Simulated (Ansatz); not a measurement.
Set up this calculation in Ansatz 0.2.0, as the native input.

```yaml
Task: relaxation of cell and atoms
Functional: PBEsol
Potentials_or_basis: Ansatz PAW
Cutoff: "420 eV (not typed: the program's choice for these potentials)"
k_mesh: 9 × 9 × 9
Occupations: fermi-dirac, width 0.05 eV
Spin: collinear spin, ferromagnetic start
Starting_moments: "[2.0, 1.0] μB"
Target_pressure: 2 GPa
Target_pressure_GPa: 2
```

Crystal: TiCo.

```
CELL_PARAMETERS angstrom
2.98611 0.00000 0.00000
0.00000 2.98611 0.00000
0.00000 0.00000 2.98611
ATOMIC_POSITIONS crystal
Co 0.50000 0.50000 0.50000
Ti 0.00000 0.00000 0.00000
```

The cell comes from a database or a generator and needn't be the stable form of this composition.

The input as run:

input.yaml

```yaml
crystal:
  lattice:
    - [2.98611099, 0.0, 0.0]
    - [0.0, 2.98611099, 0.0]
    - [0.0, 0.0, 2.98611099]
  atoms:
    - { symbol: Co, position: [0.5, 0.5, 0.5], spin: 2.0 }
    - { symbol: Ti, position: [0.0, 0.0, 0.0], spin: 1.0 }
hamiltonian:
  xc: pbesol
  pseudopotentials: { kind: paw }
magnetization:
  spin_polarized: true
kpoints:
  mp_grid: { grid: [9, 9, 9] }
scf:
  occupations: { method: fermi_dirac, width: 0.05 }
output:
  forces: true
  stress: true
  eigenvalues: true
  write_density: true
  write_potential: true
  elf: true
  volumetric_format: npy
relax:
  f_tol: 0.01
  max_steps: 40
  cell: { stress_tol: 0.05, p_target: 2.0 }
```

Potentials or basis: Ansatz PAW.

Run with:

```bash
$ ansatz run input.yaml --threads 2 --pin off --max-ram 5632MiB --backend cpu --events-out ev --progress --plain --runs-dir out
```

Results of the run:

```json
{"Relaxed volume": "12.55 Å³/atom", "Relaxed cell": "a = 2.928 Å, b = 2.928 Å, c = 2.928 Å, α = 90.00°, β = 90.00°, γ = 90.00°", "Space group after relaxing (to 0.05 Å)": "Pm-3m (No. 221)", "Energy change on relaxing (the enthalpy is what falls)": "-16.1 meV/atom", "Ionic steps": "3", "Pressure after relaxing": "2.0 GPa", "Band gap on the k mesh": "none (metal or under the smearing width)", "Net moment": "0.59 μB per cell", "Absolute moment": "0.71 μB per cell", "Site moments": "Co +0.64; Ti -0.01 μB"}
```

Caveat: the plane-wave basis is chosen anew once the cell has moved, so the energies of steps on either side of that aren't comparable; the PAW data sets come from PBE, with cores solved anew for the run's functional, which leaves a small shift of forces and pressure.

Run time: 5.1 s on 2 threads of Arm Neoverse V2 (shared host), peak memory 0.33 GiB.
